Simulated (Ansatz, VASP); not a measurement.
# One calculation of BaZrO3, two programs

```
CELL_PARAMETERS angstrom
4.22669 0.00000 0.00000
0.00000 4.22669 0.00000
0.00000 0.00000 4.22669
ATOMIC_POSITIONS crystal
Ba 0.00000 0.00000 0.00000
Zr 0.50000 0.50000 0.50000
O 0.00000 0.50000 0.50000
O 0.50000 0.00000 0.50000
O 0.50000 0.50000 0.00000
```

Alike in both runs: functional PBE; k mesh 6 × 6 × 6; occupations gaussian, width 0.02 eV; no spin polarisation.

Ansatz relaxed the structure, and its values are those at the end. VASP's run is a single point on that final structure, the one shown.

|  | VASP | Ansatz |
| --- | --- | --- |
| version | VASP 6.6.1 | Ansatz 0.2.0 |
| potentials or method | VASP PAW PBE potentials, release 64 (Ba_sv, Zr_sv, O) | scalar-relativistic, plane waves, PAW |
| plane-wave cutoff (eV) | 520 | 420 |
| valence electrons in the cell | 40 | 40 |

|  | VASP | Ansatz | Ansatz less VASP |
| --- | --- | --- | --- |
| gap on the k mesh at the Fermi level (eV) | 3.13 | 3.18 | +0.047 |
| least direct gap on the mesh (eV) | 3.38 | 3.40 | +0.021 |
| pressure (GPa) | 1.0 | 0.1 | -0.94 |

With one functional, cell and mesh, what is left measures potentials, basis and numerics.

Caveats: spin-orbit coupling is left out, which moves the levels of the heavy elements. A k mesh can miss the band edges. Expect the measured gap to be larger: semilocal functionals such as PBE lack the derivative discontinuity.
